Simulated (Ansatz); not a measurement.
# AuAl2: changing the pressure

The cell as given:

The structure is cubic, space group Fm-3m (No. 225). Conventional cell: a = 6.000 Å, b = 6.000 Å, c = 6.000 Å, α = 90.00°, β = 90.00°, γ = 90.00°. Au (site symmetry m-3m) is surrounded by 8 Al at 2.60 Å. Around Al (site symmetry -43m) lie 4 Au at 2.60 Å.

Kept alike: task relaxation of cell and atoms; functional r2SCAN; k mesh 8 × 8 × 8; occupations fermi-dirac, width 0.05 eV; no spin polarisation. Program: Ansatz, Ansatz PAW, cutoff 500 eV. The mesh is that of the run's cell of 3 atoms. No spin-orbit coupling.

```csv
"pressure, P (GPa)",volume (Å³/atom)
0,18.070
2,17.781
5,17.387
10,16.828
20,15.932
```

The relaxations keep at least the cell's symmetry (Fm-3m). For a metal such a mesh leaves the last digits unconverged. Runs of this series that gave no sound value for these columns are left out. The runs follow the start's structure, whether or not it is the stable one at these pressures. P is the pressure aimed at, which the runs meet within some hundredths to tenths of a GPa. All rows use potentials made for PBE.

Problem. What does the pressure change here?

Solution. The volume falls from 18.070 to 15.932 Å³/atom between 0 and 20 GPa. The volume falls ever more slowly, since the solid stiffens under load. At the pressures aimed at, which the runs meet within some tenths of a GPa, the step from 0 to 5 GPa gives a mean bulk modulus near 130 GPa, the last step 183 GPa.
